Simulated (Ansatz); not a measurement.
# Fe: pressure up to the limit of the methods

One table from this session's results is given with a row withheld; the runs are named, their logs left out.

Computed with Ansatz 0.2.0 (DFT, PBE, PAW with Ansatz's default frozen-core files, scalar-relativistic, unless a step's input says otherwise).

2 further runs of the same task are left out: 2 that didn't finish.

## The system as given

Symmetry: P6_3/mmc, No. 194, hexagonal system. The conventional cell has a = 2.528 Å, b = 2.528 Å, c = 8.215 Å, α = 90.00°, β = 90.00°, γ = 120.00°. Fe (site symmetry -3m) is surrounded by 12 Fe at 2.52 to 2.53 Å. Around Fe (site symmetry -6m2) lie 12 Fe at 2.52 to 2.53 Å.

Structure file:

```
Fe
1.0
     2.52770    0.00000    0.00000
    -1.26385    2.18905    0.00000
     0.00000    0.00000    8.21503
Fe
4
Direct
  0.00000 0.00000 0.00000
  0.00000 0.00000 0.50000
  0.33333 0.66667 0.25000
  0.66667 0.33333 0.75000
```

Whether this phase is the stable one at these pressures isn't tested.

Atoms are numbered in the order of the input: Fe1, Fe2, Fe3, Fe4.

Set-up of the first run:

input.yaml reads:

```yaml
crystal:
  lattice:
    - [2.5277012385, 0.0, 0.0]
    - [-1.2638506193, 2.1890534857, 0.0]
    - [0.0, 0.0, 8.2150290252]
  atoms:
    - { symbol: Fe, position: [0.0, 0.0, 0.0], spin: 2.5 }
    - { symbol: Fe, position: [0.0, 0.0, 0.5], spin: 2.5 }
    - { symbol: Fe, position: [0.3333333333, 0.6666666667, 0.25], spin: 2.5 }
    - { symbol: Fe, position: [0.6666666667, 0.3333333333, 0.75], spin: 2.5 }
magnetization:
  spin_polarized: true
kpoints:
  mp_grid: { grid: [15, 15, 4] }
scf:
  occupations: { method: fermi_dirac, width: 0.08 }
hamiltonian:
  xc: pbe
  pseudopotentials: { kind: paw }
output:
  forces: true
  stress: true
  write_density: true
  write_potential: true
  elf: true
  volumetric_format: npy
relax:
  f_tol: 0.005
  max_steps: 40
  cell: {}
```

Started as:

```
$ ansatz run input.yaml --threads 2 --pin off --max-ram 6144MiB --backend cpu --events-out ev --progress --plain --runs-dir out
```

Among the steps run: Cell relaxed at zero pressure, PAW; More of the same log: cell relaxed at zero pressure; Volume scaled by 1, PAW; Shape and atoms relaxed at 0.84 of the volume, PAW; Volume scaled by 0.84, PAW; Shape and atoms relaxed at 0.76 of the volume, PAW; More of the same log: shape and atoms relaxed at 0.76 of the volume; Volume scaled by 0.76, PAW; Shape and atoms relaxed at 0.68 of the volume, PAW; More of the same log: shape and atoms relaxed at 0.68 of the volume; Volume scaled by 0.68, PAW; Shape and atoms relaxed at 0.45 of the volume, PAW; More of the same log: shape and atoms relaxed at 0.45 of the volume; Volume scaled by 0.45, PAW; Volume scaled by 0.45, PAW (cutoff 300 eV).

One of the session's tables, all rows but one given; the rest of the session is left out.

| method | volume over the first | volume (Å³/atom) | pressure (GPa) | moment Fe3 (μB) |
| --- | --- | --- | --- | --- |
| PAW | 1 | 12.035 | 0.01 | 2.60 |
| PAW | 0.84 | ? | ? | ? |
| PAW | 0.76 | 9.146 | 42.34 | 0.00 |
| PAW | 0.68 | 8.184 | 107.33 | 0.00 |
| PAW | 0.45 | 5.416 | 740.25 | 0.00 |
| PAW (cutoff 300 eV) | 0.45 | 5.416 | 724.50 | 0.00 |

Estimate the missing values for PAW, 0.84.

**Answer.** volume (Å³/atom): 10.109; pressure (GPa): 7.43; moment Fe3 (μB): 0.51. In the column «volume (Å³/atom)» it lies between PAW, 0.76 (9.146) and PAW, 1 (12.035).

To keep in mind: Other magnetic orders may lie lower; this is the state that the run reached. Warnings in the runs' records: seeded moment not kept, given order left, stability check not made, cutoff below recommended.
